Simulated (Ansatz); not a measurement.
# InP: how the settings move a single-point run

Aim: see which settings change the result for InP, by how much, and at what cost. The cell is built on a prototype (NiAs type) and needn't be the phase found in nature.

Method: reference: DFT, PBE, plane waves, PAW, in Ansatz 0.2.0.

## 1. The structure to begin with

It takes space group P6_3/mmc (No. 194, hexagonal). Conventional cell: a = 3.853 Å, b = 3.853 Å, c = 6.553 Å, α = 90.00°, β = 90.00°, γ = 120.00°. In (site symmetry -3m) is surrounded by 6 P at 2.76 Å. Around P (site symmetry -6m2) lie 6 In at 2.76 Å.

Structure file:

```cif
data_structure
_symmetry_space_group_name_H-M 'P 1'
_symmetry_Int_Tables_number 1
_cell_length_a 3.8533
_cell_length_b 3.8533
_cell_length_c 6.5534
_cell_angle_alpha 90.000
_cell_angle_beta 90.000
_cell_angle_gamma 120.000
_cell_volume 84.27
loop_
_atom_site_label
_atom_site_type_symbol
_atom_site_fract_x
_atom_site_fract_y
_atom_site_fract_z
_atom_site_occupancy
In1 In 0.00000 0.00000 0.00000 1
In2 In 0.00000 0.00000 0.50000 1
P1 P 0.33333 0.66667 0.25000 1
P2 P 0.66667 0.33333 0.75000 1
```

## 2. Baseline

Input file input.yaml:

```yaml
crystal:
  lattice:
    - [3.8532866816, 0.0, 0.0]
    - [-1.9266433408, 3.3370441544, 0.0]
    - [0.0, 0.0, 6.5534407716]
  atoms:
    - { symbol: In, position: [0.0, 0.0, 0.0] }
    - { symbol: In, position: [0.0, 0.0, 0.5] }
    - { symbol: P, position: [0.3333333333, 0.6666666667, 0.25] }
    - { symbol: P, position: [0.6666666667, 0.3333333333, 0.75] }
kpoints:
  mp_grid: { grid: [6, 6, 4] }
hamiltonian:
  xc: pbe
scf:
  occupations: { method: fermi_dirac, width: 0.02 }
  n_extra_bands: 5
output:
  forces: true
  stress: true
  eigenvalues: true
```

Launch:

```console
$ ansatz run input.yaml --threads 4 --pin off --max-ram 3686MiB --backend cpu --events-out ev --progress --plain --runs-dir out
```

## 3. The same system, input altered

Edit input.yaml of step 2 so:

```diff
@@ -15,3 +15,3 @@
 scf:
-  occupations: { method: fermi_dirac, width: 0.02 }
+  occupations: { method: fixed }
   n_extra_bands: 5
```

## 5. Changing settings: mixing.ndim 2

Edit input.yaml of step 2 so:

```diff
@@ -17,2 +17,4 @@
   n_extra_bands: 5
+  mixing: { ndim: 2 }
+  max_iter: 94
 output:
```

## 6. Changed: dr2_threshold 1.0e-12

Edit input.yaml of step 2 so:

```diff
@@ -17,2 +17,4 @@
   n_extra_bands: 5
+  convergence: { dr2_threshold: 1.0e-12 }
+  max_iter: 82
 output:
```

## 7. Variant: xc_grid 1

Edit input.yaml of step 2 so:

```diff
@@ -21 +21,3 @@
   eigenvalues: true
+basis:
+  xc_grid: 1
```

## 8. Variant: occupations.method methfessel_paxton, occupations.width 0.05

Edit input.yaml of step 2 so:

```diff
@@ -15,3 +15,3 @@
 scf:
-  occupations: { method: fermi_dirac, width: 0.02 }
+  occupations: { method: methfessel_paxton, width: 0.05 }
   n_extra_bands: 5
```

## 9. Changing settings: xc r2scan

Edit input.yaml of step 2 so:

```diff
@@ -13,3 +13,3 @@
 hamiltonian:
-  xc: pbe
+  xc: r2scan
 scf:
```

(Steps that only read results are left out.)

**Question.** What will these runs give? Wanted: for each run, ending; energy change; pressure; gap; force.

The runs gave:

| run | ending | energy change | pressure (GPa) | gap (eV) | force (eV/Å) | cycles | time |
| --- | --- | --- | --- | --- | --- | --- | --- |
| reference | converged | 0 | 1.9 | 0.00 | 0.00 | 7 | 1.5 s |
| 1: occupations.method fixed, width left out | converged | +57.8 meV/atom (σ→0) | 2.1 | 0.00 | 0.00 | 7 | 1.6 s |
| 2: mixing.ndim 2 | converged | 0.0 meV/atom | 1.9 | 0.00 | 0.00 | 7 | 1.4 s |
| 3: dr2_threshold 1.0e-12 | converged | 0.0 meV/atom | 1.9 | 0.00 | 0.00 | 10 | 1.9 s |
| 4: xc_grid 1 | converged | 0.0 meV/atom | 1.9 | 0.00 | 0.00 | 7 | 1.6 s |
| 5: occupations.method methfessel_paxton, occupations.width 0.05 | converged | 0.0 meV/atom (σ→0) | 1.8 | 0.00 | 0.00 | 7 | 1.5 s |
| 6: xc r2scan | converged | not comparable | -0.1 | 0.00 | 0.00 | 6 | 3.2 s |

Residual by cycle in the longest SCF loop of each run; runs are numbered as in the table. The quantity is the density residual dr2, in eV.

| cycle | reference | run 1 | run 2 | run 3 | run 4 | run 5 | run 6 |
| --- | --- | --- | --- | --- | --- | --- | --- |
| 1 | 0.00755 | 0.0192 | 0.00755 | 0.00755 | 0.00755 | 0.00657 | 0.0285 |
| 2 | 0.00168 | 0.00513 | 0.00168 | 0.00168 | 0.00168 | 0.0015 | 0.00502 |
| 3 | 1.7e-4 | 2.1e-4 | 1.7e-4 | 1.7e-4 | 1.7e-4 | 1.6e-4 | 6.8e-4 |
| 4 | 2.5e-5 | 1.9e-5 | 1.6e-5 | 2.5e-5 | 2.5e-5 | 2.5e-5 | 1.6e-5 |
| 5 | 1.4e-6 | 2.2e-6 | 1.4e-6 | 1.4e-6 | 1.4e-6 | 1.2e-6 | 2.9e-7 |
| 6 | 1.9e-7 | 1.5e-7 | 1.5e-7 | 1.9e-7 | 1.9e-7 | 1.5e-7 | 1.2e-8 |
| 7 | 5.3e-9 | 1.1e-8 | 1.9e-8 | 5.3e-9 | 5.3e-9 | 5.9e-9 | - |
| 8 | - | - | - | 1.6e-10 | - | - | - |
| 9 | - | - | - | 1.0e-11 | - | - | - |
| 10 | - | - | - | 6.1e-13 | - | - | - |

**Reading.** Run 1 forced a fixed filling on bands that overlap, as the log warns, so it is not on the ground state. Semilocal functionals close small gaps, so the missing gap need not be the real solid's. Of the variants the dearest is «xc r2scan» (3.2 s), the cheapest «mixing.ndim 2» (1.4 s), on a shared host.
